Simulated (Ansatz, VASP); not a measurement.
# Two plane-wave programs on BAs

File POSCAR:

```
BAs
1.0
    0.0000000000      2.3885000000      2.3885000000
    2.3885000000      0.0000000000      2.3885000000
    2.3885000000      2.3885000000      0.0000000000
As B
1 1
Direct
    0.7500000000      0.7500000000      0.7500000000
    0.0000000000      0.0000000000      0.0000000000
```

File INCAR.step1:

```
PREC = Accurate ; ENCUT = 600
EDIFF = 1E-5 ; ISMEAR = -1
SIGMA = 0.05 ; LREAL = F
LASPH = T ; NELM = 60
ALGO = Normal ; LWAVE = T
LCHARG = F ; GGA = PE
```

The input INCAR.step2:

```
PREC = Accurate ; ENCUT = 600
EDIFF = 1E-6 ; ISMEAR = -1
SIGMA = 0.05 ; LREAL = F
LASPH = T ; NELM = 60
ALGO = Normal ; ISIF = 3
LWAVE = F ; LCHARG = F
GGA = PS ; LHFCALC = T
HFSCREEN = 0.2 ; PRECFOCK = Fast
IBRION = 2 ; NSW = 60
EDIFFG = -0.01 ; ISTART = 1
```

Contents of KPOINTS:

```
Automatic mesh
0
Gamma
  5 5 5
```

input.yaml

```yaml
crystal:
  lattice:
    - [0.0, 2.3885, 2.3885]
    - [2.3885, 0.0, 2.3885]
    - [2.3885, 2.3885, 0.0]
  atoms:
    - { symbol: As, position: [0.75, 0.75, 0.75] }
    - { symbol: B, position: [0.0, 0.0, 0.0] }
hamiltonian:
  xc:
    exchange: hjs_pbesol
    correlation: pbesol
    exx: { coeff: 0.25, omega: 0.207 }
  pseudopotentials: { kind: paw }
kpoints:
  mp_grid: { grid: [5, 5, 5] }
scf:
  occupations: { method: fermi_dirac, width: 0.05 }
output:
  forces: true
  stress: true
  write_density: true
  write_potential: true
  elf: true
  volumetric_format: npy
relax:
  f_tol: 0.01
  max_steps: 40
  cell: { stress_tol: 0.05 }
```

Alike in both runs: task relaxation of cell and atoms; functional HSEsol; k mesh 5 × 5 × 5; occupations fermi-dirac, width 0.05 eV; no spin polarisation.

|  | VASP | Ansatz |
| --- | --- | --- |
| version | VASP 6.6.1 | Ansatz 0.2.0 |
| potentials or method | VASP PAW PBE potentials, release 64 (As, B) | Ansatz PAW |
| plane-wave cutoff (eV) | 600 | 420 |
| valence electrons in the cell | 8 | 18 |

|  | VASP | Ansatz | Ansatz less VASP |
| --- | --- | --- | --- |
| gap on the k mesh at the Fermi level, each at its own relaxed structure (eV) | 1.79 | 1.76 | -0.023 |
| relaxed volume (Å³/atom) | 13.39 | 13.38 | -0.008 |
| relaxed cell length with the largest relative difference (Å) | 3.358 | 3.358 | -0.0006 |
| energy change over the relaxation (meV/atom) | -2 | -2 | -0.1 |

The two sets of potentials don't hold the same shells in valence.

Caveats: the k mesh is coarse (spacing up to 0.46 Å⁻¹), so the values aren't converged, least of all with exact exchange; the PAW data sets were made with another functional, which shifts forces and pressure a little (VASP); an odd mesh through Γ misses points on the zone boundary, where band edges often lie (VASP); odd divisions of the mesh miss points on the zone boundary, where band edges often lie, so the gap on the mesh can be too wide (Ansatz); the plane-wave basis is chosen anew once the cell has moved, so the energies of steps on either side of that aren't comparable (Ansatz); the PAW data sets come from PBE, with cores solved anew for the run's functional, which leaves a small shift of forces and pressure (Ansatz).
